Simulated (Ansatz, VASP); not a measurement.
## NaI in VASP and in Ansatz

```
Na I
1.0
     0.00000    3.22972    3.22972
     3.22972    0.00000    3.22972
     3.22972    3.22972    0.00000
Na I
1 1
Direct
  0.00000 0.00000 0.00000
  0.50000 0.50000 0.50000
```

Alike in both runs: task single point; functional r2SCAN; k mesh 6 × 6 × 6; no spin polarisation.

|  | VASP | Ansatz |
| --- | --- | --- |
| version | VASP 6.6.1 | Ansatz 0.2.0 |
| potentials or method | VASP PAW PBE potentials, release 64 (Na_pv, I) | plane waves, PAW |
| plane-wave cutoff (eV) | 520 | 500 |
| occupations | gaussian, width 0.01 eV | fixed |
| valence electrons in the cell | 14 | 26 |

Ansatz gave:

```
gap on the k mesh at the Fermi level (eV) : 4.45
```

Question: Which values does VASP return?

Answer: gap on the k mesh at the Fermi level (eV): 4.46.

The two sets of potentials don't hold the same shells in valence.

Caveats: spin-orbit coupling is left out, which moves the levels of the heavy elements. r2SCAN opens gaps a little over a GGA but as a rule still falls short of measured ones.
